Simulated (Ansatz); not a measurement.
## CuO: strain energy, fitted

CuO, Cccm, a = 4.164 Å, b = 4.176 Å, c = 5.151 Å. This isn't the usual stable structure of the compound. Ansatz: PBE, PAW, 420 eV, Γ-centred 8×8×8 mesh on 8 atoms, Gaussian smearing 0.10 eV; no spin polarisation. Series: uniaxial strain along c, with a, b and atoms relaxed; x is the strain in per cent. y is the free energy over the unstrained cell, V0 = 11.197 Å³/atom.

| x (%) | y (meV/atom) |
| --- | --- |
| -6.0 | ? |
| -4.0 | 13.18 |
| -2.0 | 3.21 |
| 0.0 | 0.00 |
| 2.0 | 3.11 |
| 4.0 | 12.22 |

Problem. Fit y = c2 x² + c3 x³ to the other rows, turn c2 into a modulus, and predict the missing energy.

Solution. Least squares on the rows shown. y = 0.79353 x² − 0.0074808 x³. In eV per unit strain² c2 is 7.935; this is Young's modulus along the axis (E = ½ Y V0 ε²): 2 × 7.935 × 160.2 / (11.197) = 227 GPa. At x = -6.0 the fit asked for gives 30.18 meV/atom. The run gave 30.38 meV/atom, so the fit is 0.20 meV/atom too low, 0.66 % of the span of the series, against an rms of 0.01 meV/atom on the fitted rows. The row lies outside the fitted range. With a term in x⁴ added, a fit to the same known rows predicts 30.42 meV/atom, so most of the miss is curvature that the known rows already hold.

Spin polarisation was left out, and a magnetic state may lie lower.